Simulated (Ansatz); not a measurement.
# PtSe2: band gap under strain

How does strain move the band edges of PtSe2, CdI2 type, and do the functionals agree on it? States: +5.2 % equal strain in all directions; -4.2 % biaxial strain in x and y, free along z.

The runs shown are made with Ansatz 0.2.0. PAW datasets, plane waves. Computed at 0 K without zero-point motion; spin polarisation is off.

## (1) The system as given

The unstrained cell was relaxed with r2SCAN+rVV10; in each strained cell the atoms were relaxed again with r2SCAN+rVV10. Names of k-points are those of the unstrained zone, where strain can split equivalent points. First state: +5.2 % equal strain in all directions.

Space group P-3m1 (No. 164), trigonal; a = 3.924 Å, c = 5.554 Å in the conventional setting, 24.69 Å³ an atom. Near Pt stand 6 Se at 2.57 Å; near Se stand 3 Pt at 2.57 Å.

Coordinates:

```cif
data_structure
_symmetry_space_group_name_H-M 'P 1'
_symmetry_Int_Tables_number 1
_cell_length_a 3.9244
_cell_length_b 3.9244
_cell_length_c 5.5542
_cell_angle_alpha 90.000
_cell_angle_beta 90.000
_cell_angle_gamma 120.000
_cell_volume 74.08
loop_
_atom_site_label
_atom_site_type_symbol
_atom_site_fract_x
_atom_site_fract_y
_atom_site_fract_z
_atom_site_occupancy
Pt1 Pt 0.00000 0.00000 0.00000 1
Se1 Se 0.33333 0.66667 0.21819 1
Se2 Se 0.66667 0.33333 0.78181 1
```

## (2) +5.2 % equal strain in all directions: PBE

input.yaml reads:

```yaml
crystal:
  lattice:
    - [3.9244045078, 0.0, 0.0]
    - [-1.9622022539, 3.3986339985, 0.0]
    - [0.0, 0.0, 5.554207362]
  atoms:
    - { symbol: Pt, position: [0.0, 0.0, 0.0] }
    - { symbol: Se, position: [0.3333333333, 0.6666666667, 0.2181860956] }
    - { symbol: Se, position: [0.6666666667, 0.3333333333, 0.7818139044] }
kpoints:
  mp_grid: { grid: [12, 12, 6] }
  band_path:
    path:
      - [0.0, 0.0, 0.0]
      - [0.5, 0.0, 0.0]
      - [0.3333333333, 0.3333333333, 0.0]
      - [0.0, 0.0, 0.5]
      - [0.5, 0.0, 0.5]
      - [0.3333333333, 0.3333333333, 0.5]
      - [0.3, 0.3, 0.0]
      - [0.0, 0.25, 0.3333333333]
    npoints: 1
hamiltonian:
  xc: pbe
scf:
  occupations: { method: fermi_dirac, width: 0.02 }
  n_extra_bands: 4
output:
  forces: true
  stress: true
  eigenvalues: true
```

Further steps of the session: +5.2 % equal strain in all directions: r2SCAN; +5.2 % equal strain in all directions: HSE06; -4.2 % biaxial strain in x and y, free along z: PBE; -4.2 % biaxial strain in x and y, free along z: r2SCAN; -4.2 % biaxial strain in x and y, free along z: HSE06.

Before running it: what results should come out?

**Answer**, as computed:

Least gap in eV (negative: overlap):

| state | PBE | r2SCAN | HSE06 |
| --- | --- | --- | --- |
| +5.2 % equal strain in all directions | 0.20 | 0.32 | 0.55 |
| -4.2 % biaxial strain in x and y, free along z | 0.49 | 0.71 | 1.01 |

Where both were run, the HSE06 gap lies +0.35 to +0.51 eV from PBE's, each on its own k points. In PBE the gap is least under +5.2 % equal strain in all directions (0.20 eV) and largest under -4.2 % biaxial strain in x and y, free along z (0.49 eV). Spin-orbit coupling is left out of the table, though the cell holds Pt (Z = 78); in an element this heavy it can shift bands and gaps by tenths of an eV.
